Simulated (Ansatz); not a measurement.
Density of states of Ru

```yaml
crystal:
  lattice:
    - [0.00000, 1.91500, 1.91500]
    - [1.91500, 0.00000, 1.91500]
    - [1.91500, 1.91500, 0.00000]
  atoms:
    - { symbol: Ru, position: [0.00000, 0.00000, 0.00000] }
```

The cell comes from COD entry 1534914, which wasn't checked; take it as a given geometry.

Level of theory: DFT, PBE, all-electron LAPW, scalar-relativistic in Ansatz 0.2.0.

Sampling and basis: a Γ-centred 16×16×16 k mesh, Fermi–Dirac smearing of 0.05 eV, basis error target 0.5 meV/atom, no spin polarisation.

States per eV and cell, averaged over 0.6 eV, from -5.8 to 3.6 eV, with energies (bin centres) from the Fermi level; empty bins are left out. The partial columns, the largest 2 alone, are projections on Löwdin-orthogonalised atomic shells (those that the program's projection atoms carry: the occupied ones and, for some elements, an empty d or f shell; other empty shells have no column), summed over atoms of an element. Weights on diffuse s and p shells depend on that basis and aren't pure angular character.

```tsv
E (eV)	total	Ru 4d	Ru 5s
-5.6	0.93	0.68	0.23
-5.0	1.79	1.51	0.25
-4.4	1.27	1.17	0.08
-3.8	1.18	1.12	0.04
-3.2	1.16	1.08	0.06
-2.6	1.50	1.38	0.09
-2.0	1.81	1.68	0.09
-1.4	1.21	1.10	0.07
-0.8	1.27	1.18	0.06
-0.2	1.22	1.14	0.05
0.4	1.02	0.96	0.04
1.0	1.21	1.15	0.04
1.6	1.55	1.48	0.06
2.2	0.38	0.29	0.07
2.8	0.24	0.12	0.09
3.4	0.25	0.10	0.10
```

Task: Which of the resolved shells contributes most within 0.3 eV of the Fermi level?

Result: Ru 4d, with 94 % of all states there; Ru 5s follows with 4 %.

Task: Where is the centre of the filled Ru 4d states between -14 eV and the top of the filled states?

Result: -2.82 eV from the Fermi level.
